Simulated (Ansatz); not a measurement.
# Aluminium, simple cubic under BLYP: from relaxation to bulk modulus, part 2 of 2

The plan for aluminium in the simple cubic structure: relax it, solve it on a dense k-mesh, then scale the cell to 7 volumes from 88 to 112 % of the relaxed one and try a fit of the equation of state. Spin polarisation is left out. The k-meshes are 12×12×12 for the relaxation; 18×18×18 for the dense run; 13×13×13 for the volumes.

Ansatz 0.2.0; DFT, BLYP, plane waves (420 eV) with PAW, scalar-relativistic. The steps go on from the part before.

## 4. Volume × 0.88

This is Al in the simple cubic structure; at room conditions it is fcc.

Contents of input.yaml:

```yaml
crystal:
  lattice:
    - [2.6717280212, 0.0, 0.0]
    - [0.0, 2.6717280212, 0.0]
    - [0.0, 0.0, 2.6717280212]
  atoms:
    - { symbol: Al, position: [0.0, 0.0, 0.0] }
hamiltonian:
  xc: blyp
  pseudopotentials:
    kind: paw
    azcp:
      Al: "pseudopotentials/Al.paw.azcp"
basis:
  ecutwfc: 420
  fft_grid_basis: typed
kpoints:
  mp_grid: { grid: [13, 13, 13], shift: [0, 0, 0] }
magnetization:
  spin_polarized: false
scf:
  occupations: { method: fermi_dirac, width: 0.1 }
  lower_state_search: "off"
output:
  stress: true
  write_density: true
  write_potential: true
  elf: true
  volumetric_format: npy
```

Standard output, cut to the lines that bear on the results:

```text
Warning: RAYON_NUM_THREADS=2 ignored (pool sized by the plan → 2); use --threads N
[...]
Pseudopotentials: kind: paw
Pseudopotential: Al, paw, valence charge 3, recommended cutoff 420 eV (normal), <dir>
Functional definition: BLYP
[...]
Crystal: 1 atoms, lattice volume = 19.071 Å³
Basis set: ecut = 420 eV, 365 PW (Γ), exchange–correlation on 36×36×36 points (8 copies of the dense FFT grid, shifted against one another)
Bands: 6, of which v1, the nominal top of the filled ones, is band 2 counted from 1 (1 counted from 0)
Symmetry: 48 space group operations
Space group: Pm-3m (ITA 221), of the structure as read, at distance tolerance 2.7e-5 Å
k-points: 84 of 2197
[...]
SCF iter   1: F=—  HF=-540.281573 eV  |F-HF|=—  |Δ(HF+E_count)|=         —  Δρ=4.01e-3  dr2=4.48e-3  ethr=1.77e-3  ⟨swp⟩=4.8  Hψ=4594  notcnv=0
[...]
SCF iter   6: F=-540.280255 eV  HF=-540.280255 eV  |F-HF|=4.55e-13  |Δ(HF+E_count)|=  8.71e-11  Δρ=3.76e-8  dr2=1.88e-13  ethr=1.00e-12  ⟨swp⟩=3.4  Hψ=1787  notcnv=0
[...]
SCF converged after 6 iterations
Free energy (F): -540.280255 eV
[...]
E sigma→0 (E₀):  -540.270993 eV
Entropy (-TS):   -0.018524 eV (-18.524 meV/atom)
Fermi energy:    6.543383 eV
[...]
--- Stress (GPa, compression-positive) ---
        7.022362      -0.000000       0.000000
       -0.000000       7.022362       0.000000
        0.000000       0.000000       7.022362
  P = ⅓ Tr σ = 7.0224 GPa (70.224 kbar)
--- Band table (eV; the first three rows and the last of 84) ---
  k-point 0: bands = ["-3.2861", "14.5658", "14.5658", "16.0416", "16.0416", "16.0416"]
[...]
```

It took 0.71 s on 2 threads of Arm Neoverse V1, shared host; peak memory 0.25 GiB.

Density in a lattice plane of the grid's cell (edges 2.67 and 2.67 Å, at 0.000 of the third edge), which holds Al.

Ten even steps from '0' (0.07 e/Å³) to '9' (0.25 e/Å³):
```
000124689999999998642100
001134688999899988643110
112245788888788888754221
334456777777677777765443
566677777665556677777666
888887766554445566778888
999887665443334456678899
999887654433333445678899
999876544332223344567899
999876544322222344567899
999876544332223344567899
999887654433333445678899
999887665443334456678899
888887766554445566778888
566677777665556677777666
334456777777677777765443
112245788888788888754221
001134688999899988643110
000124689999999998642100
000023589999999998532000
```
Columns run along the first of these edges and rows up along the second, over one cell in 24 and 20 even steps from the bottom left corner. Atoms in the plane (fractional): Al at (0.00, 0.00).

ELF in the same plane.

Values, 12 rows by 12 columns:
```
0.36 0.17 0.10 0.41 0.71 0.79 0.79 0.79 0.71 0.41 0.10 0.17
0.07 0.10 0.24 0.51 0.69 0.73 0.72 0.73 0.69 0.51 0.24 0.10
0.37 0.41 0.51 0.61 0.64 0.63 0.61 0.63 0.64 0.61 0.51 0.41
0.71 0.71 0.69 0.64 0.58 0.51 0.48 0.51 0.58 0.64 0.69 0.71
0.81 0.79 0.73 0.63 0.51 0.41 0.36 0.41 0.51 0.63 0.73 0.79
0.82 0.79 0.72 0.61 0.48 0.36 0.32 0.36 0.48 0.61 0.72 0.79
0.81 0.79 0.73 0.63 0.51 0.41 0.36 0.41 0.51 0.63 0.73 0.79
0.71 0.71 0.69 0.64 0.58 0.51 0.48 0.51 0.58 0.64 0.69 0.71
0.37 0.41 0.51 0.61 0.64 0.63 0.61 0.63 0.64 0.61 0.51 0.41
0.07 0.10 0.24 0.51 0.69 0.73 0.72 0.73 0.69 0.51 0.24 0.10
0.36 0.17 0.10 0.41 0.71 0.79 0.79 0.79 0.71 0.41 0.10 0.17
0.52 0.36 0.07 0.37 0.71 0.81 0.82 0.81 0.71 0.37 0.07 0.36
```
Columns run along the first of these edges and rows up along the second, over one cell in 12 and 12 even steps from the bottom left corner. Atoms in the plane (fractional): Al at (0.00, 0.00).

Both are smooth fields of the valence electrons: close to the nuclei they are not physical.

The highest ELF values outside the cores: 0.82 on the Al–Al line, 1.3 Å from Al.

## 5. Volume × 0.92

Changes to input.yaml since step 4:

```diff
@@ -2,5 +2,5 @@
   lattice:
-    - [2.6717280212, 0.0, 0.0]
-    - [0.0, 2.6717280212, 0.0]
-    - [0.0, 0.0, 2.6717280212]
+    - [2.7116104387, 0.0, 0.0]
+    - [0.0, 2.7116104387, 0.0]
+    - [0.0, 0.0, 2.7116104387]
   atoms:
@@ -25,5 +25 @@
   stress: true
-  write_density: true
-  write_potential: true
-  elf: true
-  volumetric_format: npy
```

Standard output, cut to the lines that bear on the results:

```text
Warning: RAYON_NUM_THREADS=2 ignored (pool sized by the plan → 2); use --threads N
[...]
[... 3 set-up lines as earlier in the session ...]
[...]
Crystal: 1 atoms, lattice volume = 19.938 Å³
Basis set: ecut = 420 eV, 389 PW (Γ), exchange–correlation on 40×40×40 points (8 copies of the dense FFT grid, shifted against one another)
Bands: 6, of which v1, the nominal top of the filled ones, is band 2 counted from 1 (1 counted from 0)
[... 2 set-up lines as earlier in the session ...]
k-points: 84 of 2197
[...]
SCF iter   1: F=—  HF=-540.311540 eV  |F-HF|=—  |Δ(HF+E_count)|=         —  Δρ=3.93e-3  dr2=4.63e-3  ethr=1.77e-3  ⟨swp⟩=4.9  Hψ=4632  notcnv=0
[...]
SCF iter   6: F=-540.310008 eV  HF=-540.310008 eV  |F-HF|=5.68e-13  |Δ(HF+E_count)|=  1.14e-10  Δρ=2.04e-8  dr2=4.90e-14  ethr=1.75e-12  ⟨swp⟩=1.0  Hψ=1393  notcnv=0
[...]
SCF converged after 6 iterations
Free energy (F): -540.310008 eV
[...]
E sigma→0 (E₀):  -540.300264 eV
Entropy (-TS):   -0.019488 eV (-19.488 meV/atom)
Fermi energy:    6.146253 eV
[...]
--- Stress (GPa, compression-positive) ---
        4.089686      -0.000000       0.000000
       -0.000000       4.089686      -0.000000
        0.000000       0.000000       4.089686
  P = ⅓ Tr σ = 4.0897 GPa (40.897 kbar)
```

Run time: 0.55 s. Hardware: 2 threads of Arm Neoverse V1, shared host; peak memory 0.25 GiB.

## 6. Volume × 0.96

Changes to input.yaml since step 5:

```diff
@@ -2,5 +2,5 @@
   lattice:
-    - [2.7116104387, 0.0, 0.0]
-    - [0.0, 2.7116104387, 0.0]
-    - [0.0, 0.0, 2.7116104387]
+    - [2.750352965, 0.0, 0.0]
+    - [0.0, 2.750352965, 0.0]
+    - [0.0, 0.0, 2.750352965]
   atoms:
```

Standard output, cut to the lines that bear on the results:

```text
Warning: RAYON_NUM_THREADS=2 ignored (pool sized by the plan → 2); use --threads N
[...]
[... 3 set-up lines as earlier in the session ...]
[...]
Crystal: 1 atoms, lattice volume = 20.805 Å³
Basis set: ecut = 420 eV, 437 PW (Γ), exchange–correlation on 40×40×40 points (8 copies of the dense FFT grid, shifted against one another)
Bands: 6, of which v1, the nominal top of the filled ones, is band 2 counted from 1 (1 counted from 0)
[... 2 set-up lines as earlier in the session ...]
k-points: 84 of 2197
[...]
SCF iter   1: F=—  HF=-540.327348 eV  |F-HF|=—  |Δ(HF+E_count)|=         —  Δρ=3.92e-3  dr2=4.94e-3  ethr=1.77e-3  ⟨swp⟩=4.9  Hψ=4625  notcnv=0
[...]
SCF iter   6: F=-540.325638 eV  HF=-540.325638 eV  |F-HF|=0.00e0  |Δ(HF+E_count)|=  1.02e-10  Δρ=1.93e-8  dr2=5.32e-14  ethr=1.47e-12  ⟨swp⟩=1.0  Hψ=1399  notcnv=0
[...]
SCF converged after 6 iterations
Free energy (F): -540.325638 eV
[...]
E sigma→0 (E₀):  -540.315433 eV
Entropy (-TS):   -0.020410 eV (-20.410 meV/atom)
Fermi energy:    5.779778 eV
[...]
--- Stress (GPa, compression-positive) ---
        1.772140       0.000000       0.000000
       -0.000000       1.772140       0.000000
        0.000000      -0.000000       1.772140
  P = ⅓ Tr σ = 1.7721 GPa (17.721 kbar)
```

Wall time 0.57 s (2 threads of Arm Neoverse V1, shared host); peak memory 0.25 GiB.

## 7. Volume × 1.0

Changes to input.yaml since step 6:

```diff
@@ -2,5 +2,5 @@
   lattice:
-    - [2.750352965, 0.0, 0.0]
-    - [0.0, 2.750352965, 0.0]
-    - [0.0, 0.0, 2.750352965]
+    - [2.7880337154, 0.0, 0.0]
+    - [0.0, 2.7880337154, 0.0]
+    - [0.0, 0.0, 2.7880337154]
   atoms:
```

Standard output, cut to the lines that bear on the results:

```text
Warning: RAYON_NUM_THREADS=2 ignored (pool sized by the plan → 2); use --threads N
[...]
[... 3 set-up lines as earlier in the session ...]
[...]
Crystal: 1 atoms, lattice volume = 21.672 Å³
Basis set: ecut = 420 eV, 437 PW (Γ), exchange–correlation on 40×40×40 points (8 copies of the dense FFT grid, shifted against one another)
Bands: 6, of which v1, the nominal top of the filled ones, is band 2 counted from 1 (1 counted from 0)
[... 2 set-up lines as earlier in the session ...]
k-points: 84 of 2197
[...]
SCF iter   1: F=—  HF=-540.331938 eV  |F-HF|=—  |Δ(HF+E_count)|=         —  Δρ=3.94e-3  dr2=5.32e-3  ethr=1.77e-3  ⟨swp⟩=4.9  Hψ=4615  notcnv=0
[...]
SCF iter   6: F=-540.330082 eV  HF=-540.330082 eV  |F-HF|=3.41e-13  |Δ(HF+E_count)|=  1.31e-10  Δρ=2.49e-8  dr2=1.40e-13  ethr=1.05e-12  ⟨swp⟩=1.0  Hψ=1389  notcnv=0
[...]
SCF converged after 6 iterations
Free energy (F): -540.330082 eV
[...]
E sigma→0 (E₀):  -540.319465 eV
Entropy (-TS):   -0.021234 eV (-21.234 meV/atom)
Fermi energy:    5.440823 eV
[...]
--- Stress (GPa, compression-positive) ---
       -0.056145      -0.000000       0.000000
       -0.000000      -0.056145      -0.000000
        0.000000      -0.000000      -0.056145
  P = ⅓ Tr σ = -0.0561 GPa (-0.561 kbar)
```

Wall time 0.56 s (2 threads of Arm Neoverse V1, shared host); peak memory 0.25 GiB.

## 8. Volume × 1.04

Changes to input.yaml since step 7:

```diff
@@ -2,5 +2,5 @@
   lattice:
-    - [2.7880337154, 0.0, 0.0]
-    - [0.0, 2.7880337154, 0.0]
-    - [0.0, 0.0, 2.7880337154]
+    - [2.8247225769, 0.0, 0.0]
+    - [0.0, 2.8247225769, 0.0]
+    - [0.0, 0.0, 2.8247225769]
   atoms:
```

Standard output, cut to the lines that bear on the results:

```text
Warning: RAYON_NUM_THREADS=2 ignored (pool sized by the plan → 2); use --threads N
[...]
[... 3 set-up lines as earlier in the session ...]
[...]
Crystal: 1 atoms, lattice volume = 22.539 Å³
Basis set: ecut = 420 eV, 461 PW (Γ), exchange–correlation on 40×40×40 points (8 copies of the dense FFT grid, shifted against one another)
Bands: 6, of which v1, the nominal top of the filled ones, is band 2 counted from 1 (1 counted from 0)
[... 2 set-up lines as earlier in the session ...]
k-points: 84 of 2197
[...]
SCF iter   1: F=—  HF=-540.327704 eV  |F-HF|=—  |Δ(HF+E_count)|=         —  Δρ=3.97e-3  dr2=5.69e-3  ethr=1.77e-3  ⟨swp⟩=5.0  Hψ=4642  notcnv=0
[...]
SCF iter   6: F=-540.325735 eV  HF=-540.325735 eV  |F-HF|=1.14e-13  |Δ(HF+E_count)|=  1.95e-10  Δρ=2.64e-8  dr2=1.94e-13  ethr=1.00e-12  ⟨swp⟩=1.0  Hψ=1396  notcnv=0
[...]
SCF converged after 6 iterations
Free energy (F): -540.325735 eV
[...]
E sigma→0 (E₀):  -540.314787 eV
Entropy (-TS):   -0.021895 eV (-21.895 meV/atom)
Fermi energy:    5.126920 eV
[...]
--- Stress (GPa, compression-positive) ---
       -1.494042      -0.000000       0.000000
        0.000000      -1.494042       0.000000
        0.000000       0.000000      -1.494042
  P = ⅓ Tr σ = -1.4940 GPa (-14.940 kbar)
```

It took 0.57 s on 2 threads of Arm Neoverse V1, shared host; peak memory 0.25 GiB.

## 9. Volume × 1.08

Changes to input.yaml since step 8:

```diff
@@ -2,5 +2,5 @@
   lattice:
-    - [2.8247225769, 0.0, 0.0]
-    - [0.0, 2.8247225769, 0.0]
-    - [0.0, 0.0, 2.8247225769]
+    - [2.8604823551, 0.0, 0.0]
+    - [0.0, 2.8604823551, 0.0]
+    - [0.0, 0.0, 2.8604823551]
   atoms:
```

Standard output, cut to the lines that bear on the results:

```text
Warning: RAYON_NUM_THREADS=2 ignored (pool sized by the plan → 2); use --threads N
[...]
[... 3 set-up lines as earlier in the session ...]
[...]
Crystal: 1 atoms, lattice volume = 23.405 Å³
Basis set: ecut = 420 eV, 461 PW (Γ), exchange–correlation on 40×40×40 points (8 copies of the dense FFT grid, shifted against one another)
Bands: 6, of which v1, the nominal top of the filled ones, is band 2 counted from 1 (1 counted from 0)
[... 1 set-up line as earlier in the session ...]
Space group: Pm-3m (ITA 221), of the structure as read, at distance tolerance 2.9e-5 Å
k-points: 84 of 2197
[...]
SCF iter   1: F=—  HF=-540.316503 eV  |F-HF|=—  |Δ(HF+E_count)|=         —  Δρ=4.02e-3  dr2=6.14e-3  ethr=1.77e-3  ⟨swp⟩=4.9  Hψ=4630  notcnv=0
[...]
SCF iter   6: F=-540.314454 eV  HF=-540.314454 eV  |F-HF|=1.14e-13  |Δ(HF+E_count)|=  2.65e-10  Δρ=2.35e-8  dr2=9.64e-14  ethr=1.71e-12  ⟨swp⟩=1.0  Hψ=1386  notcnv=0
[...]
SCF converged after 6 iterations
Free energy (F): -540.314454 eV
[...]
E sigma→0 (E₀):  -540.303253 eV
Entropy (-TS):   -0.022402 eV (-22.402 meV/atom)
Fermi energy:    4.836263 eV
[...]
--- Stress (GPa, compression-positive) ---
       -2.632025       0.000000       0.000000
        0.000000      -2.632025       0.000000
        0.000000       0.000000      -2.632025
  P = ⅓ Tr σ = -2.6320 GPa (-26.320 kbar)
```

Wall time 0.58 s (2 threads of Arm Neoverse V1, shared host); peak memory 0.25 GiB.

## 10. Volume × 1.12

Changes to input.yaml since step 9:

```diff
@@ -2,5 +2,5 @@
   lattice:
-    - [2.8604823551, 0.0, 0.0]
-    - [0.0, 2.8604823551, 0.0]
-    - [0.0, 0.0, 2.8604823551]
+    - [2.8953697246, 0.0, 0.0]
+    - [0.0, 2.8953697246, 0.0]
+    - [0.0, 0.0, 2.8953697246]
   atoms:
```

Standard output, cut to the lines that bear on the results:

```text
Warning: RAYON_NUM_THREADS=2 ignored (pool sized by the plan → 2); use --threads N
[...]
[... 3 set-up lines as earlier in the session ...]
[...]
Crystal: 1 atoms, lattice volume = 24.272 Å³
Basis set: ecut = 420 eV, 461 PW (Γ), exchange–correlation on 40×40×40 points (8 copies of the dense FFT grid, shifted against one another)
Bands: 6, of which v1, the nominal top of the filled ones, is band 2 counted from 1 (1 counted from 0)
[... 2 set-up lines as earlier in the session ...]
k-points: 84 of 2197
[...]
SCF iter   1: F=—  HF=-540.299830 eV  |F-HF|=—  |Δ(HF+E_count)|=         —  Δρ=4.10e-3  dr2=6.69e-3  ethr=1.77e-3  ⟨swp⟩=4.9  Hψ=4626  notcnv=0
[...]
SCF iter   6: F=-540.297674 eV  HF=-540.297674 eV  |F-HF|=5.68e-13  |Δ(HF+E_count)|=  2.88e-10  Δρ=2.98e-8  dr2=8.05e-14  ethr=2.89e-12  ⟨swp⟩=1.0  Hψ=1388  notcnv=0
[...]
SCF converged after 6 iterations
Free energy (F): -540.297674 eV
[...]
E sigma→0 (E₀):  -540.286256 eV
Entropy (-TS):   -0.022835 eV (-22.835 meV/atom)
Fermi energy:    4.566847 eV
[...]
--- Stress (GPa, compression-positive) ---
       -3.536551      -0.000000       0.000000
       -0.000000      -3.536551       0.000000
        0.000000       0.000000      -3.536551
  P = ⅓ Tr σ = -3.5366 GPa (-35.366 kbar)
```

Run time: 0.58 s. Hardware: 2 threads of Arm Neoverse V1, shared host; peak memory 0.25 GiB.

## 11. Energy and pressure against volume

All volumes keep the relaxed shape and fractional coordinates.

```csv
V (Å³/atom),E − E₀ (meV/atom),P from the stress (GPa),P from the fit (GPa)
19.071,48.5,7.02,6.94
19.938,19.2,4.09,4.00
20.805,4.1,1.77,1.69
21.672,0.0,-0.06,-0.12
22.539,4.7,-1.49,-1.55
23.405,16.2,-2.63,-2.68
24.272,33.2,-3.54,-3.56
```

A third-order Birch-Murnaghan fit gives V₀ = 21.607 Å³/atom, B₀ = 41 GPa and B₀′ = 4.9; it misses no point by more than 0.02 meV/atom.

Fit and stress differ a little: one follows E(σ → 0), the other the smeared free energy.

## 12. Outcome

What follows sums up all 2 parts.

| quantity | value |
| --- | --- |
| space group (spins left aside) | Pm-3m (No. 221) |
| conventional cell | a = 2.788 Å |
| volume | 21.672 Å³/atom |
| shortest distance | 2.788 Å |
| gap on the mesh | none (levels filled in part) |
| relative to fcc | +175 meV/atom |
| V₀, B₀, B₀′ | 21.607 Å³/atom, 41 GPa, 4.9 |

What this shows: From the guessed start the volume grew by 20.9 % in 7 steps. Against the reference form of aluminium (fcc, computed apart with the same settings) it stands 175 meV/atom higher. Levels at the Fermi energy are filled in part, as in a metal. The fitted modulus is 41 GPa. The symmetry was held, so the structure may be unstable against distortions that break it.
